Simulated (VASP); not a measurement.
Wanted: the native input for a VASP 6.6.1 run.

* Task: band structure
* Functional: PBE
* Potentials or basis: VASP PAW PBE potentials, release 64 (Pt, S)
* Cutoff: 520 eV
* k mesh: 7 × 7 × 4
* Occupations: fermi-dirac, width 0.05 eV
* Spin: spin-orbit coupling, no magnetisation
* Further INCAR settings: ALGO = Fast; EDIFF = 1e-06

The structure of PtS2 lies in POSCAR:

```
PtS2
1.0
    3.5432000000      0.0000000000      0.0000000000
   -1.7716000000      3.0685012107      0.0000000000
    0.0000000000      0.0000000000      5.0388000000
Pt S
1 2
Direct
    0.0000000000      0.0000000000      0.0000000000
    0.6666666667      0.3333333333      0.7730000000
    0.3333333333      0.6666666667      0.2270000000
```

These files were run (other wordings do the same):

INCAR

```
SYSTEM = PtS2
ALGO = Fast ; EDIFF = 1E-6
ENCUT = 520 ; GGA = PE
GGA_COMPAT = .False. ; ISIF = 2
ISMEAR = -1 ; LASPH = .True.
LCHARG = .False. ; LMAXMIX = 4
LORBIT = 11 ; LREAL = .False.
LSORBIT = .True. ; LWAVE = .False.
MAGMOM = 0 0 0 0 0 0 0 0 0 ; NELM = 60
PREC = Accurate ; SIGMA = 0.05
```

KPOINTS

```
k-points
0
Gamma
  7 7 4
  0 0 0
```

KPOINTS_OPT

```
path GMKGALHA,LM,KH
10
line-mode
reciprocal
 0.0000000000  0.0000000000  0.0000000000  G
 0.5000000000  0.0000000000  0.0000000000  M

 0.5000000000  0.0000000000  0.0000000000  M
 0.3333333333  0.3333333333  0.0000000000  K

 0.3333333333  0.3333333333  0.0000000000  K
 0.0000000000  0.0000000000  0.0000000000  G

 0.0000000000  0.0000000000  0.0000000000  G
 0.0000000000  0.0000000000  0.5000000000  A

 0.0000000000  0.0000000000  0.5000000000  A
 0.5000000000  0.0000000000  0.5000000000  L

 0.5000000000  0.0000000000  0.5000000000  L
 0.3333333333  0.3333333333  0.5000000000  H

 0.3333333333  0.3333333333  0.5000000000  H
 0.0000000000  0.0000000000  0.5000000000  A

 0.5000000000  0.0000000000  0.5000000000  L
 0.5000000000  0.0000000000  0.0000000000  M

 0.3333333333  0.3333333333  0.0000000000  K
 0.3333333333  0.3333333333  0.5000000000  H
```

Potentials or basis: VASP PAW PBE potentials, release 64 (Pt, S).

Command:

```bash
$ cat potpaw_PBE.64/Pt/POTCAR potpaw_PBE.64/S/POTCAR > POTCAR
$ mpirun -np 1 vasp_ncl > vasp.out
```

Results of the run:

```
Pressure                                              : 11.2 GPa
Largest force                                         : 1.243 eV/Å
Valence electrons inside the program's atomic spheres : Pt 9.63; S 3.67
```

Caveat: forces of over 1 eV/Å show positions far from the minimum, so gaps and moduli don't describe the material at rest.

Wall time 7.5 min on 1 thread of Intel(R) Xeon(R) Platinum 8375C CPU @ 2.90GHz (Ice Lake) (shared host), peak memory 0.36 GiB.
